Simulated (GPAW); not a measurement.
The system is CuO.

```
CELL_PARAMETERS angstrom
2.55255 0.00000 0.00000
0.00000 2.55255 0.00000
0.00000 0.00000 2.55255
ATOMIC_POSITIONS crystal
Cu 0.00000 0.00000 0.00000
O 0.50000 0.50000 0.50000
```

Measurements of this composition are mostly on another form, of space group No. 15.

Base run:

* Program: GPAW 26.7.0
* Functional: OLYP
* Potentials or basis: PAW data sets generated in the run's folder for this functional
* Cutoff: 800 eV
* Basis: pw
* k mesh: 8 × 8 × 8
* Occupations: fermi-dirac, width 0.05 eV
* Spin: no spin polarisation

Its results: pressure 23.3 GPa.

Question: The run is repeated on the same cell with these changes: functional from OLYP to PBE. What comes out?

Answer: Pressure 22.3 GPa.

PBE binds more tightly than OLYP, so the same cell stands under less pressure.

Caveats: with this Cu data set, volumes or pressures lay over 1.5 % or 2 GPa off other programs in two to four cells of ten; so large a pressure means that the cell lies far from this level's equilibrium, or that cutoff or potentials fall short; an odd number of electrons without spin polarisation forces a metal; a magnetic or distorted state may lie lower; the run has no spin polarisation, though such a crystal can be magnetic.
